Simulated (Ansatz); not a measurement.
LuH2 under changes of volume

One of the cells (10.624 Å³/atom); the others are scaled copies at fixed shape and fractional positions:

```
Lu H
1.0
     0.00000    2.51650    2.51650
     2.51650    0.00000    2.51650
     2.51650    2.51650    0.00000
Lu H
1 2
Direct
  0.00000 0.00000 0.00000
  0.75000 0.75000 0.75000
  0.25000 0.25000 0.25000
```

- Program: Ansatz 0.2.0
- Functional: PBEsol
- Potentials or basis: Ansatz PAW
- Cutoff: 420 eV (not typed: the program's choice for these potentials)
- k mesh: 9 × 9 × 9
- Occupations: fermi-dirac, width 0.05 eV
- Spin: no spin polarisation

```tsv
volume (Å³/atom)	energy over the lowest point (meV/atom)	pressure (GPa)
9.987	?	?
10.199	0.00	-0.4
10.412	1.79	-2.3
10.624	6.03	-4.0
10.837	12.43	-5.6
11.049	20.82	-7.0
11.262	31.00	-8.3
```

Q: What does the run at 9.987 Å³/atom give?

A: Energy over the lowest point 0.87 meV/atom; pressure 1.7 GPa.

Worked out: A Birch-Murnaghan fit of order 3 (a polynomial in V^(-2/3)) to the other rows has its minimum at 10.16 Å³/atom, just outside them, with B0 = V·E''(V) = 99 GPa and B' = 4.0. It gives 0.90 meV/atom at 9.987 Å³/atom, against the run's 0.87, and -dE/dV = 1.8 GPa, against 1.7.

Energies are extrapolated to zero smearing.

Caveats: the PAW data sets come from PBE, with cores solved anew for the run's functional, which leaves a small shift of forces and pressure.
